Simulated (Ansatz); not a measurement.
# Ge: phonons with PBEsol

The system is Ge.

```
Ge
1.0
    -2.49590    2.65086    1.43695
     2.49590   -2.65086    1.43695
     2.49590    2.65086   -1.43695
Ge
2
Direct
  0.31406 0.06406 0.25000
  0.68594 0.93594 0.75000
```

This isn't the form of Ge at room conditions, which is diamond.

```yaml
Program: Ansatz 0.2.0
Task: phonons
Functional: PBEsol
Potentials_or_basis: Ansatz PAW
Cutoff: "420 eV (not typed: the program's choice for these potentials)"
k_mesh: 8 × 8 × 8
Occupations: fermi-dirac, width 0.05 eV
Spin: no spin polarisation
```

```yaml
Band_gap_on_the_k_mesh: none (metal or under the smearing width)
Highest_phonon_frequency_at_Γ: 150 cm⁻¹
```

Levels at points of the mesh, in eV from the Fermi level:
| k point | band 10 | band 11 | band 12 | band 13 | band 14 | band 15 | band 16 | band 17 | band 18 |
| --- | --- | --- | --- | --- | --- | --- | --- | --- | --- |
| (0.00, 0.00, 0.00) | -24.36 | -13.06 | -3.77 | -2.30 | -1.85 | 3.47 | 6.99 | 7.22 | 7.94 |
| (0.00, 0.00, -0.50) | -24.46 | -10.31 | -10.31 | 0.70 | 0.70 | 2.32 | 2.32 | 6.79 | 6.79 |
| (0.00, -0.50, 0.00) | -24.37 | -8.14 | -5.86 | -3.40 | -2.20 | -1.73 | 3.15 | 4.06 | 6.60 |
| (0.00, -0.50, -0.50) | -24.45 | -7.99 | -6.92 | -1.90 | -1.50 | -0.73 | 1.53 | 3.24 | 4.34 |
| (-0.50, -0.50, -0.50) | -24.46 | -9.04 | -8.17 | -5.80 | -5.54 | 4.44 | 6.89 | 10.76 | 11.32 |

Phonon frequencies in cm⁻¹ (negative: imaginary):
```tsv
q point	frequencies
(0.000, 0.000, 0.000)	0 0 0 55 117 150
```

Wall time 15 s on 2 threads of Arm Neoverse V1, with other jobs on the host, peak memory 0.52 GiB.
